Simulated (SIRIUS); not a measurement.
Crystal: CuO.

```xyz
2
Lattice="0.0000 2.3273 2.3273 2.3273 0.0000 2.3273 2.3273 2.3273 0.0000" Properties=species:S:1:pos:R:3 pbc="T T T"
Cu    0.0000    0.0000    0.0000
O     1.1636    1.1636    1.1636
```

Measurements of this composition are mostly on another form, of space group No. 15.

Program: SIRIUS 7.12.0. Alike in all runs: task single point; potentials or basis PseudoDojo 0.4.1 PBE standard (scalar relativistic); no spin polarisation; cell as given; k mesh 10 × 10 × 10; cutoff (eV) 1254; smearing fermi-dirac 0.05 eV.

Problem. Order these runs on this cell by their pressure, lowest first.
A. level PBE+U; U Cu d U = 4 eV; form of the Hubbard term simplified (Dudarev); hubbard projectors orthogonalised atomic orbitals; start of the occupations the program's own
B. level PBE+U; U Cu d U = 8 eV; form of the Hubbard term simplified (Dudarev); hubbard projectors orthogonalised atomic orbitals; start of the occupations the program's own
C. level PBE

Solution. C (-9.8 GPa), A (-7.6 GPa), B (-4.5 GPa).

Caveats: an odd number of electrons without spin polarisation forces a metal; a magnetic or distorted state may lie lower; the run has no spin polarisation, though such a crystal can be magnetic; U without spin polarisation on a metal has little footing (some runs).
